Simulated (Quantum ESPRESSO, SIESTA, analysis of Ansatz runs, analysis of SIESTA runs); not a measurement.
# Levels of V_I in NaI (Fm-3m), rung by rung (SIESTA), part 5 of 5

We place the charge-transition levels of V_I in NaI (Fm-3m) with atom-centred orbitals, then repeat the energies at other levels of method to see what holds. Model: a cell of 54 host atoms with 1 I taken out.

SIESTA 5.4.2; SIESTA numerical-orbital DFT, PBEsol, DZP basis, PseudoDojo 0.4.1 potentials converted to PSML; charged supercells in a uniform background, point-charge correction with alignment at far sites.

So far. Step 9 (SIESTA, PBEsol, TZP, mesh 300 Ry, energy shift 0.005 …): Against the first level the gap goes from 3.69 to 3.66 eV, and the level that moves most, (0/−1), from 3.42 to 3.41 eV. Step 10 (SIESTA, PBEsol, DZP, mesh 300 Ry, energy shift 0.005 …): Against the first level the gap goes from 3.69 to 3.69 eV, and the level that moves most, (+1/0), from 2.93 to 2.93 eV.

## (11) SIESTA, PBEsol, DZP, mesh 180 Ry, energy shift 0.005 Ry, with orbitals at the vacancy, k = ¼

Level of this step: SIESTA numerical-orbital DFT, PBEsol, DZP basis, PseudoDojo 0.4.1 potentials converted to PSML; single point of a defect supercell at fixed charge in a uniform background (SIESTA).

The real-space mesh goes from 300 to 180 Ry on the same structures. Too coarse a mesh makes energies depend on where atoms sit against the grid.

Contents of defect.fdf:

```
SystemName                      Na27I26
SystemLabel                     defect
NumberOfSpecies                 3
NumberOfAtoms                   54
%block ChemicalSpeciesLabel
  1   11 Na
  2   53 I
  3  -53 I_ghost
%endblock ChemicalSpeciesLabel
LatticeConstant                 1.0 Ang
%block LatticeVectors
     0.000000000     9.655971000     9.655971000
     9.655971000     0.000000000     9.655971000
     9.655971000     9.655971000     0.000000000
%endblock LatticeVectors
AtomicCoordinatesFormat         Fractional
%block AtomicCoordinatesAndAtomicSpecies
     0.000032778     0.000039509     0.000002537  1
     0.166928629     0.167032502     0.166933496  2
     0.000051989    -0.000048778     0.333057856  1
[... 25 atom lines left out ...]
     0.500055665     0.499972504     0.836189442  2
[... 3 atom lines left out ...]
     0.500115265     0.835775863     0.499964996  2
[... 1 atom line left out ...]
     0.500874381     0.832895159     0.832976249  2
[... 9 atom lines left out ...]
     0.835962069     0.499975248     0.500119926  2
[... 1 atom line left out ...]
     0.832842704     0.500870912     0.833013169  2
[... 3 atom lines left out ...]
     0.832882162     0.832958073     0.500892453  2
[... 2 atom lines left out ...]
     0.500000000     0.500000000     0.500000000  3
%endblock AtomicCoordinatesAndAtomicSpecies
%block kgrid.MonkhorstPack
    1   0   0  0.25
    0   1   0  0.25
    0   0   1  0.25
%endblock kgrid.MonkhorstPack
XC.Functional                   GGA
XC.Authors                      PBEsol
PAO.BasisSize                   DZP
PAO.EnergyShift                 0.005 Ry
Mesh.Cutoff                     180 Ry
NetCharge                       -1.0
OccupationFunction              FD
ElectronicTemperature           0.01 eV
MaxSCFIterations                150
SCF.MustConverge                true
SCF.Mixer.Method                Pulay
SCF.Mixer.Weight                0.2
SCF.Mixer.History               10
SCF.DM.Tolerance                1.0e-4
SCF.H.Tolerance                 1.0e-3 eV
WriteForces                     true
Charge.Mulliken                 end
SaveRho                         true
SaveElectrostaticPotential      true
Charge.Hirshfeld                end
Charge.Voronoi                  end
```

Started as:

```bash
> OMP_NUM_THREADS=1 siesta defect.fdf > defect.out
```

Log:

```text
Version         : 5.4.2

                           ***********************
                           *  WELCOME TO SIESTA  *
                           ***********************

[...]
reinit: Reading from file defect.fdf

reinit: -----------------------------------------------------------------------
reinit: System Name: Na27I26
reinit: -----------------------------------------------------------------------
reinit: System Label: defect
reinit: -----------------------------------------------------------------------

initatom: Reading input for the pseudopotentials and atomic orbitals ----------
Species number:   1 Atomic number:   11 Label: Na
Species number:   2 Atomic number:   53 Label: I
Species number:   3 Atomic number:  -53 Label: I_ghost (floating PAOs)

[... pseudopotential checks and orbital generation ...]

prinput: Basis input

PAO.BasisType split

%block ChemicalSpeciesLabel
    1   11 Na                      # Species index, atomic number, species label
    2   53 I                       # Species index, atomic number, species label
    3  -53 I_ghost                 # Species index, atomic number, species label
%endblock ChemicalSpeciesLabel

%block PAO.Basis                 # Define Basis set
# WARNING: This information might be incomplete!
Na                    4                    # Species label, number of l-shells
 n=2   0   1                         # n, l, Nzeta
   2.788
   1.000
 n=3   0   2                         # n, l, Nzeta
   9.697      7.095
   1.000      1.000
 n=2   1   1                         # n, l, Nzeta
   3.254
   1.000
 n=3   1   1                         # n, l, Nzeta
   9.697
   1.000
I                     2                    # Species label, number of l-shells
 n=5   0   2                         # n, l, Nzeta
[...]
(Free)E + p*V (eV/cell)   -42742.6969
Target enthalpy (eV/cell)   -42744.5603
[...]
siesta: Final energy (eV):
siesta:  Band Struct. =   -9793.187203
siesta:       Kinetic =   22605.795717
siesta:       Hartree =   15647.688933
siesta:         Exch. =   -7175.185143
siesta:         Corr. =    -601.253251
siesta:   Exch.-corr. =   -7776.438394
siesta:  Ion-electron =  -54938.797154
siesta:       Ion-ion =  -18282.809357
siesta:         Total =  -42744.560256
siesta:         Fermi =      -2.618682
[...]
siesta: Atomic forces (eV/Ang):
siesta:      1   -0.010830   -0.003147   -0.011580
siesta:      2    0.001439    0.003066   -0.001492
siesta:      3    0.027168    0.018537   -0.000352
[...]
siesta:     53   -0.002699   -0.001934    0.001273
siesta:     54    0.000311   -0.001145   -0.001030
siesta: ----------------------------------------
siesta:    Tot   -0.017711    0.117630    0.032945
[...]
siesta: Stress tensor (static) (eV/Ang**3):
siesta:    -0.001043   -0.000362   -0.000362
siesta:    -0.000362   -0.001037   -0.000363
siesta:    -0.000362   -0.000363   -0.001025
[...]
siesta: Cell volume =       1800.602521 Ang**3
[...]
siesta: Pressure (static):
siesta:                Solid            Molecule  Units
siesta:           0.00001127          0.00001463  Ry/Bohr**3
siesta:           0.00103483          0.00134328  eV/Ang**3
siesta:           1.65797711          2.15216856  kBar
[...]
mulliken: Qtot =      426.000

Mulliken Atomic Populations:
Atom #   charge [q] valence [e]  Species
     1    -0.085351    9.085351  Na
     2     0.039178    6.960822  I
     3    -0.090129    9.090129  Na
     4     0.037646    6.962354  I
     5    -0.089931    9.089931  Na
     6     0.055363    6.944637  I
[...]
50    -0.097677    9.097677  Na
    51     0.037604    6.962396  I
    52    -0.066282    9.066282  Na
    53     0.039793    6.960207  I
    54     7.023643   -0.023643  I_ghost
 Total     6.000000

[...]
Job completed
```

It took 2.1 min on 1 MPI rank of Intel Xeon Platinum 8259CL at 2.50GHz (Skylake/Cascade Lake), shared host; peak memory 1.1 GiB.

On the kept structures the largest force at this level is 0.26 eV/Å, so they are not at rest here, and a relaxation would lower the states by unlike amounts.

By state, in eV; the first energy still holds the atoms taken out or put in:

| charge | moment (μB) | energy over the host, electrons at the valence top | point-charge term | potential shift at far sites | its spread | correction |
| --- | --- | --- | --- | --- | --- | --- |
| −1 | 0 | 358.667 | 0.240 | 0.044 | 0.032 | 0.196 |
| 0 | 1 | 355.419 | 0.000 | - | - | 0.000 |
| +1 | 0 | 352.221 | 0.240 | 0.020 | 0.013 | 0.261 |

Against the first level the gap goes from 3.69 to 3.69 eV, and the level that moves most, (0/−1), from 3.42 to 3.44 eV.

## (12) Side by side

Gap and levels in eV, each above its own valence top, and the processor time of the defect runs (shared machines); later rows of the first program name only what differs from the first row:

```csv
level of method,gap,(+1/0),(0/−1),runs,core time
"SIESTA, PBEsol, DZP, mesh 300 Ry, energy shift 0.005 Ry, with orbitals at the vacancy, k = ¼",3.69,2.93,3.42,relaxations,2.1 h
"SIESTA, energy shift 0.02 Ry",3.74,2.97,3.50,single points,9.4 min
"SIESTA, energy shift 0.01 Ry",3.74,2.95,3.51,single points,14 min
"SIESTA, energy shift 0.002 Ry",3.69,2.93,3.40,single points,34 min
"SIESTA, SZP",3.91,3.01,3.45,single points,16 min
"SIESTA, TZP",3.66,2.93,3.41,single points,28 min
"SIESTA, without orbitals at the vacancy",3.69,2.93,3.42,single points,17 min
"SIESTA, mesh 180 Ry",3.69,2.94,3.44,single points,7.4 min
```

Formation energies in eV with the Fermi level at the valence top and the elements as references, each run at its own level:

```
                                                                             level of method    +1     0    −1
SIESTA, PBEsol, DZP, mesh 300 Ry, energy shift 0.005 Ry, with orbitals at the vacancy, k = ¼  0.40  3.33  6.75
                                                                SIESTA, energy shift 0.02 Ry  1.01  3.99  7.48
                                                                SIESTA, energy shift 0.01 Ry  0.56  3.51  7.02
                                                               SIESTA, energy shift 0.002 Ry  0.36  3.29  6.69
                                                                                 SIESTA, SZP  0.44  3.46  6.90
                                                                                 SIESTA, TZP  0.39  3.32  6.73
                                                     SIESTA, without orbitals at the vacancy  0.47  3.39  6.81
                                                                         SIESTA, mesh 180 Ry  0.41  3.34  6.79
```

## (13) Summary of results

| Quantity | Value |
| --- | --- |
| gap of the host (SIESTA, PBEsol) | 3.69 eV |
| largest shift of a level that keeps clear of the band edges, SIESTA, energy shift 0.02 Ry | 0.08 eV |
| largest shift of a level that keeps clear of the band edges, SIESTA, energy shift 0.01 Ry | 0.09 eV |
| largest shift of a level that keeps clear of the band edges, SIESTA, energy shift 0.002 Ry | 0.02 eV |
| largest shift of a level that keeps clear of the band edges, SIESTA, SZP | 0.08 eV |
| largest shift of a level that keeps clear of the band edges, SIESTA, TZP | 0.01 eV |
| largest shift of a level that keeps clear of the band edges, SIESTA, without orbitals at the vacancy | 0.01 eV |
| largest shift of a level that keeps clear of the band edges, SIESTA, mesh 180 Ry | 0.02 eV |
| level (plus 1/0), SIESTA, PBEsol, DZP, mesh 300 Ry, energy shift 0.005 Ry, with orbitals at the vacancy, k = ¼ | 2.93 eV above the valence top |
| level (0/minus 1), SIESTA, PBEsol, DZP, mesh 300 Ry, energy shift 0.005 Ry, with orbitals at the vacancy, k = ¼ | 3.42 eV above the valence top |

**Reading.** At the level trusted most (SIESTA, PBEsol, DZP, mesh 300 Ry, energy shift 0.005 Ry, with orbitals at the vacancy, k = ¼) the charge changes at 2.93 eV (+1/0) and 3.42 eV (0/−1) above the valence top, in a gap of 3.69 eV. As the energy shift falls from 0.02 to 0.002 Ry, the formation energy at charge +1 goes 1.01, 0.56, 0.40, 0.36 eV; the last step changes it by 0.04 eV. The levels that keep clear of the band edges move by at most 0.08 eV (energy shift 0.02 Ry), 0.09 eV (energy shift 0.01 Ry), 0.02 eV (energy shift 0.002 Ry), 0.08 eV (SZP), 0.01 eV (TZP), 0.01 eV (without orbitals at the vacancy) and 0.02 eV (mesh 180 Ry). Of the charges placed (−1, 0 and +1), the lowest changes at 2.93 eV (+1/0) and 3.42 eV (0/−1) above the valence top, in a gap of 3.69 eV. No levels were formed for SIESTA numerical-orbital DFT, PBEsol, TZDP basis, PseudoDojo 0.4.1 potentials converted to PSML (a run was refused) and Quantum ESPRESSO plane-wave DFT, PBEsol, PseudoDojo 0.4.1 SR PBEsol standard potentials (a run crashed). The formation energy turns negative for some Fermi levels (Na-rich), which would push the Fermi level away from there. Only the charges −1, 0 and +1 were placed; others may be stable too. The PseudoDojo potentials of I have no f projector, which tends to make their oxides and halides too large. Keep in mind: one k-point off the zone centre stands for the whole zone; PBEsol makes the gap too small and tends to spread out bound carriers; spin–orbit coupling, which can matter with heavy atoms, is left out.

[Logs are printed without paths, hosts, clocks, repeated set-up lines and the standing remarks that a program may print on its own settings, such as how far it seeks lower states.]

[Hosts, paths, dates, database ids (printed as entryN), source tags and the programs' standing remarks are cut or masked in the printed files.]

[For some hosts the program warned that the k-mesh of the response run may be too coarse for force constants and the static dielectric constant; such warnings are not shown here.]

[Charge tables in the logs are Mulliken or Hirshfeld populations, whose sizes and signs can differ; where basis functions stand at a vacancy, SIESTA counts their charge against the missing atom's valence.]

[In relaxation paths of CP2K, step 0 can be the structure after the first move, since the trajectory file begins there, and the last row can be the final structure solved once more.]
